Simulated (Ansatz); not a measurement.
# Pt(111) / 1 layer Re(0001) / Pt(111): resistance against film thickness, part 2 of 2

Wanted: interface resistance and thickness dependence for Pt(111) / 1 layer Re(0001) / Pt(111).

Ansatz 0.2.0; Ansatz plane-wave DFT, PBE, PAW files; ballistic transport by layer matching (Landauer), zero bias.

So far. Step 2 (With 1 layer): The lead's potential steps by 8.4 meV from period to period, small in itself. The program estimates the junction's conductance to 4.8 % from the k-mesh, 1.2 % from the leads' distance from neutral and 14 % from their steps. Step 3 (With 3 layers, k-mesh 15×15×1, film layers 3): The conductance of the junction is 5.3e14 S/m², 32 % under the 7.7e14 S/m² of the last finished run. The estimate from the leads' steps, 57 %, is larger still.

## (4) With 5 layers, k-mesh 15×15×1, film layers 5

The stack now holds 5 film layers; the k-mesh follows the cell, and the energies span -0.27 to 0.27 eV.

System of this step: Pt(111) / 5 layers Re(0001) / Pt(111). The cell holds 13 atoms: 8 Pt and 5 Re. Cell: a = 2.773 Å, b = 2.773 Å, c = 29.161 Å, α = 90.0°, β = 90.0°, γ = 120.0°. It derives from Pt and Re. Regions: lead, 8 atoms (8 Pt); films, 5 atoms (5 Re). The structure is stacked along c, and the current runs across the ab planes.

The input, input.yaml:

```yaml
crystal:
  lattice:
    - [2.7731313745, 0.0, 0.0]
    - [-1.3865656872, 2.4016022183, 0.0]
    - [0.0, 0.0, 29.1606165479]
  atoms:
    - { symbol: Pt, position: [0.0, 0.0, 0.0388238068] }
    - { symbol: Pt, position: [0.3333333333, 0.6666666667, 0.1164714204] }
    - { symbol: Pt, position: [0.6666666667, 0.3333333333, 0.194119034] }
    - { symbol: Pt, position: [0.0, 0.0, 0.2717666476] }
    - { symbol: Re, position: [0.3333333333, 0.6666666667, 0.3484723635] }
    - { symbol: Re, position: [0.6666666667, 0.3333333333, 0.4242361817] }
    - { symbol: Re, position: [0.3333333333, 0.6666666667, 0.5] }
    - { symbol: Re, position: [0.6666666667, 0.3333333333, 0.5757638183] }
    - { symbol: Re, position: [0.3333333333, 0.6666666667, 0.6515276365] }
    - { symbol: Pt, position: [0.6666666667, 0.3333333333, 0.7282333524] }
    - { symbol: Pt, position: [0.0, 0.0, 0.805880966] }
    - { symbol: Pt, position: [0.3333333333, 0.6666666667, 0.8835285796] }
    - { symbol: Pt, position: [0.6666666667, 0.3333333333, 0.9611761932] }
kpoints:
  mp_grid: { grid: [15, 15, 1] }
hamiltonian:
  xc: pbe
scf:
  occupations: { method: fermi_dirac, width: 0.1 }
output:
  transmission:
    leads: [[0, 1]]
    kmesh: [30, 30]
    e_range: [-0.27, 0.27]
    de: 0.036
  write_potential: true
  write_density: true
  volumetric_format: npy
```

Launch:

```sh
> ansatz run input.yaml --threads 4 --pin off --max-ram 8192MiB --backend cpu --events-out ev --progress --plain --runs-dir out
```

Numbers of over 12 decimals in the logs are rounded to 6 here.

What it wrote:

```text
[...]
Crystal: 13 atoms, lattice volume = 194.208 Å³
Basis set: ecut = 420 eV, 3817 PW (Γ)
Bands: 132, of which v1, the nominal top of the filled ones, is band 110 counted from 1 (109 counted from 0)
Symmetry: 6 space group operations
[...]
k-points: 27 of 225 (time reversal used)
[...]
--- Transmission ---
  basis      : 61 plane waves across, 53 finite elements along
  points     : 91, standing for a mesh of 30 x 30
[...]
filled         : 13.3 meV over the level at which it is neutral
    channels       : 1.678889e0 a spin
[...]
slowest decay  : 0.0229 /Å at (0.3667, 0.2667)
  junction   : crystal 0 to crystal 0, 0.70 to 27.59 Å
    transmission   : 4.338919e-1 a spin
[...]
resistance     : 1.4805e-3 Ω µm² beyond half of each lead's own
[key lines of the parts left out:]
SCF converged after 9 iterations
Free energy (F): -154524.961725 eV
Fermi energy:    23.730729 eV
```

Elapsed: 47 s, on 4 threads of AMD EPYC 9R45, shared host; peak memory 1.1 GiB; 2.4 min of CPU time.

This step gave:

```
free energy                                                                : -154524.9617 eV
energy at zero smearing                                                    : -154524.7079 eV
Fermi energy                                                               : 23.73 eV
step of the lead's potential                                               : 7.8 meV
ballistic conductance of the lead                                          : 2.02e15 S/m²
estimated errors of the lead's conductance                                 : 0, 2.9, 2 % (band edges, k-mesh, distance from neutral)
lead conductance per cell                                                  : 1.732 G₀
conductance of the junction                                                : 5.06e14 S/m²
junction conductance per cell                                              : 0.4348 G₀
estimated errors of the junction's conductance                             : 0.2, 1.3, 6.5, 9.1, 0.7 % (energy step, band edges, k-mesh, leads' steps, distance from neutral)
area resistance that the stack adds (contact term taken off, spin by spin) : 1.481 fΩ m²
```

Per spin. Table of transmission, zone mean by energy, zero at the Fermi level:

```csv
energy (eV),"transmission, zone mean"
-0.270,0.432
-0.234,0.440
-0.198,0.460
-0.162,0.462
-0.126,0.470
-0.090,0.458
-0.054,0.451
-0.018,0.434
0.018,0.434
0.054,0.434
0.090,0.406
0.126,0.379
0.162,0.349
0.198,0.333
0.234,0.306
0.270,0.297
```

The conductance of the junction is 5.1e14 S/m², 3.7 % under the 5.3e14 S/m² of the last finished run, within the error estimates, leads' steps apart, of 5.6 and 6.5 %.

## (5) With 7 layers, k-mesh 15×15×1, film layers 7

The stack now holds 7 film layers; the k-mesh follows the cell, and the energies span -0.27 to 0.27 eV.

System of this step: Pt(111) / 7 layers Re(0001) / Pt(111). The cell holds 15 atoms: 8 Pt and 7 Re. Its edges and angles: a = 2.773 Å, b = 2.773 Å, c = 33.579 Å, α = 90.0°, β = 90.0°, γ = 120.0°. It derives from Pt and Re. Regions: lead, 8 atoms (8 Pt); films, 7 atoms (7 Re). The structure is stacked along c, and the current runs across the ab planes.

The input, input.yaml:

```yaml
crystal:
  lattice:
    - [2.7731313745, 0.0, 0.0]
    - [-1.3865656872, 2.4016022183, 0.0]
    - [0.0, 0.0, 33.5792558528]
  atoms:
    - { symbol: Pt, position: [0.0, 0.0, 0.0337150456] }
    - { symbol: Pt, position: [0.3333333333, 0.6666666667, 0.1011451369] }
    - { symbol: Pt, position: [0.6666666667, 0.3333333333, 0.1685752281] }
    - { symbol: Pt, position: [0.0, 0.0, 0.2360053193] }
    - { symbol: Re, position: [0.3333333333, 0.6666666667, 0.3026174557] }
    - { symbol: Re, position: [0.6666666667, 0.3333333333, 0.3684116371] }
    - { symbol: Re, position: [0.3333333333, 0.6666666667, 0.4342058186] }
    - { symbol: Re, position: [0.6666666667, 0.3333333333, 0.5] }
    - { symbol: Re, position: [0.3333333333, 0.6666666667, 0.5657941814] }
    - { symbol: Re, position: [0.6666666667, 0.3333333333, 0.6315883629] }
    - { symbol: Re, position: [0.3333333333, 0.6666666667, 0.6973825443] }
    - { symbol: Pt, position: [0.6666666667, 0.3333333333, 0.7639946807] }
    - { symbol: Pt, position: [0.0, 0.0, 0.8314247719] }
    - { symbol: Pt, position: [0.3333333333, 0.6666666667, 0.8988548631] }
    - { symbol: Pt, position: [0.6666666667, 0.3333333333, 0.9662849544] }
kpoints:
  mp_grid: { grid: [15, 15, 1] }
hamiltonian:
  xc: pbe
scf:
  occupations: { method: fermi_dirac, width: 0.1 }
output:
  transmission:
    leads: [[0, 1]]
    kmesh: [30, 30]
    e_range: [-0.27, 0.27]
    de: 0.036
  write_potential: true
  write_density: true
  volumetric_format: npy
```

What it wrote:

```text
[...]
Crystal: 15 atoms, lattice volume = 223.636 Å³
Basis set: ecut = 420 eV, 4409 PW (Γ)
Bands: 150, of which v1, the nominal top of the filled ones, is band 125 counted from 1 (124 counted from 0)
Symmetry: 6 space group operations
[...]
k-points: 27 of 225 (time reversal used)
[...]
--- Transmission ---
  basis      : 61 plane waves across, 61 finite elements along
  points     : 91, standing for a mesh of 30 x 30
[...]
filled         : 10.6 meV over the level at which it is neutral
    channels       : 1.705556e0 a spin
[...]
slowest decay  : 0.0715 /Å at (0.3333, 0.3000)
  junction   : crystal 0 to crystal 0, 0.70 to 32.01 Å
    transmission   : 4.065122e-1 a spin
[...]
resistance     : 1.6200e-3 Ω µm² beyond half of each lead's own
[key lines of the parts left out:]
SCF converged after 9 iterations
Free energy (F): -176261.123104 eV
Fermi energy:    23.755659 eV
```

Wall time 45 s (4 threads); peak memory 1.4 GiB; 2.6 min of CPU time.

This step gave:

- free energy: -176261.1231 eV
- energy at zero smearing: -176260.8368 eV
- Fermi energy: 23.76 eV
- step of the lead's potential: 9.2 meV
- ballistic conductance of the lead: 2.03e15 S/m²
- estimated errors of the lead's conductance: 0, 2.9, 1.6 % (band edges, k-mesh, distance from neutral)
- lead conductance per cell: 1.742 G₀
- conductance of the junction: 4.73e14 S/m²
- junction conductance per cell: 0.4067 G₀
- estimated errors of the junction's conductance: 0.2, 0, 7.1, 17.1, 0.1 % (energy step, band edges, k-mesh, leads' steps, distance from neutral)
- area resistance that the stack adds (contact term taken off, spin by spin): 1.620 fΩ m²

Per spin. The transmission, zone mean by energy, zero at the Fermi level:

```csv
energy (eV),"transmission, zone mean"
-0.270,0.559
-0.234,0.523
-0.198,0.504
-0.162,0.481
-0.126,0.479
-0.090,0.411
-0.054,0.399
-0.018,0.410
0.018,0.407
0.054,0.417
0.090,0.393
0.126,0.376
0.162,0.314
0.198,0.315
0.234,0.320
0.270,0.310
```

The conductance of the junction is 4.7e14 S/m², 6.5 % under the 5.1e14 S/m² of the last finished run, within the error estimates, leads' steps apart, of 6.5 and 7.1 %. The estimate from the leads' steps, 17 %, is larger still.

## (6) With 9 layers, k-mesh 15×15×1, film layers 9

The stack now holds 9 film layers; the k-mesh follows the cell, and the energies span -0.27 to 0.27 eV.

System of this step: Pt(111) / 9 layers Re(0001) / Pt(111). The cell holds 17 atoms: 8 Pt and 9 Re. Its edges and angles: a = 2.773 Å, b = 2.773 Å, c = 37.998 Å, α = 90.0°, β = 90.0°, γ = 120.0°. It derives from Pt and Re. Regions: lead, 8 atoms (8 Pt); films, 9 atoms (9 Re). The structure is stacked along c, and the current runs across the ab planes.

The input, input.yaml:

```yaml
crystal:
  lattice:
    - [2.7731313745, 0.0, 0.0]
    - [-1.3865656872, 2.4016022183, 0.0]
    - [0.0, 0.0, 37.9978951577]
  atoms:
    - { symbol: Pt, position: [0.0, 0.0, 0.0297944436] }
    - { symbol: Pt, position: [0.3333333333, 0.6666666667, 0.0893833307] }
    - { symbol: Pt, position: [0.6666666667, 0.3333333333, 0.1489722178] }
    - { symbol: Pt, position: [0.0, 0.0, 0.208561105] }
    - { symbol: Re, position: [0.3333333333, 0.6666666667, 0.2674271542] }
    - { symbol: Re, position: [0.6666666667, 0.3333333333, 0.3255703657] }
    - { symbol: Re, position: [0.3333333333, 0.6666666667, 0.3837135771] }
    - { symbol: Re, position: [0.6666666667, 0.3333333333, 0.4418567886] }
    - { symbol: Re, position: [0.3333333333, 0.6666666667, 0.5] }
    - { symbol: Re, position: [0.6666666667, 0.3333333333, 0.5581432114] }
    - { symbol: Re, position: [0.3333333333, 0.6666666667, 0.6162864229] }
    - { symbol: Re, position: [0.6666666667, 0.3333333333, 0.6744296343] }
    - { symbol: Re, position: [0.3333333333, 0.6666666667, 0.7325728458] }
    - { symbol: Pt, position: [0.6666666667, 0.3333333333, 0.791438895] }
    - { symbol: Pt, position: [0.0, 0.0, 0.8510277822] }
    - { symbol: Pt, position: [0.3333333333, 0.6666666667, 0.9106166693] }
    - { symbol: Pt, position: [0.6666666667, 0.3333333333, 0.9702055564] }
kpoints:
  mp_grid: { grid: [15, 15, 1] }
hamiltonian:
  xc: pbe
scf:
  occupations: { method: fermi_dirac, width: 0.1 }
output:
  transmission:
    leads: [[0, 1]]
    kmesh: [30, 30]
    e_range: [-0.27, 0.27]
    de: 0.036
  write_potential: true
  write_density: true
  volumetric_format: npy
```

What it wrote:

```text
[...]
Crystal: 17 atoms, lattice volume = 253.064 Å³
Basis set: ecut = 420 eV, 4987 PW (Γ)
Bands: 168, of which v1, the nominal top of the filled ones, is band 140 counted from 1 (139 counted from 0)
Symmetry: 6 space group operations
[...]
k-points: 27 of 225 (time reversal used)
[...]
--- Transmission ---
  basis      : 61 plane waves across, 69 finite elements along
  points     : 91, standing for a mesh of 30 x 30
[...]
filled         : 10.5 meV over the level at which it is neutral
    channels       : 1.705556e0 a spin
[...]
slowest decay  : 0.0715 /Å at (0.3333, 0.3000)
  junction   : crystal 0 to crystal 0, 0.70 to 36.43 Å
    transmission   : 4.397257e-1 a spin
[...]
resistance     : 1.4058e-3 Ω µm² beyond half of each lead's own
[key lines of the parts left out:]
SCF converged after 9 iterations
Free energy (F): -197997.293580 eV
Fermi energy:    23.781017 eV
```

Run time: 59 s. Hardware: 4 threads; peak memory 1.6 GiB.

Numbers from this step:

```
free energy                                                                : -197997.2936 eV
energy at zero smearing                                                    : -197996.9802 eV
Fermi energy                                                               : 23.78 eV
step of the lead's potential                                               : 8 meV
estimated errors of the lead's conductance                                 : 0, 2.9, 1.5 % (band edges, k-mesh, distance from neutral)
conductance of the junction                                                : 5.27e14 S/m²
junction conductance per cell                                              : 0.4526 G₀
estimated errors of the junction's conductance                             : 1.3, 0.4, 7.1, 13.3, 1 % (energy step, band edges, k-mesh, leads' steps, distance from neutral)
area resistance that the stack adds (contact term taken off, spin by spin) : 1.406 fΩ m²
```

Per spin. Transmission, zone mean against energy, zero at the Fermi level:

```csv
energy (eV),"transmission, zone mean"
-0.270,0.535
-0.234,0.524
-0.198,0.535
-0.162,0.523
-0.126,0.524
-0.090,0.496
-0.054,0.474
-0.018,0.459
0.018,0.440
0.054,0.449
0.090,0.390
0.126,0.359
0.162,0.363
0.198,0.337
0.234,0.327
0.270,0.301
```

The conductance of the junction is 5.3e14 S/m², 11 % over the 4.7e14 S/m² of the last finished run, no more than the error estimates, leads' steps apart, of 7.1 and 7.1 % together. The estimate from the leads' steps, 13 %, is larger still.

## (7) Cost and result by level

Times are for 4 threads of AMD EPYC 9R45, shared host. The runs compared:

```csv
no.,film layers,"area resistance that the stack adds (contact term taken off, spin by spin) (fΩ m²)",conductance of the junction (S/m²),time,memory (GiB)
1,1,0.8069,7.69e14,51 s,0.92
2,3,1.410,5.25e14,32 s,0.95
3,5,1.481,5.06e14,47 s,1.1
4,7,1.620,4.73e14,45 s,1.4
5,9,1.406,5.27e14,59 s,1.6
```

## (8) Summary of results

| Property | Result |
| --- | --- |
| area resistance, 1 layer | 0.807 fΩ m² |
| area resistance, 3 layers | 1.41 fΩ m² |
| area resistance, 5 layers | 1.48 fΩ m² |
| area resistance, 7 layers | 1.62 fΩ m² |
| area resistance, 9 layers | 1.41 fΩ m² |

In words: The stack adds 0.81 fΩ m² with 1 layer and 1.4 fΩ m² with 9. From 3 layers on no step exceeds the two runs' error estimates together, as expected where only the two interfaces scatter; half the mean, 0.74 fΩ m², is a rough coherent figure for one interface. Atoms sit on ideal sites and aren't relaxed. Spin-orbit coupling is left out, which matters for Pt and Re. The program's estimate of the error from the leads' steps alone runs to 57 %, although the steps are small; only longer leads would test it. Re(0001) is stretched by 0.45 % in plane to fit Pt(111). 1 further run is left out: refused by the program, or repeats without effect or without named leads.

[Logs are printed without paths, hosts, clocks, repeated set-up lines and the standing remarks that a program may print on its own settings, such as how far it seeks lower states.]

[Hosts, paths, dates, database ids (printed as entryN), source tags and the programs' standing remarks are cut or masked in the printed files.]
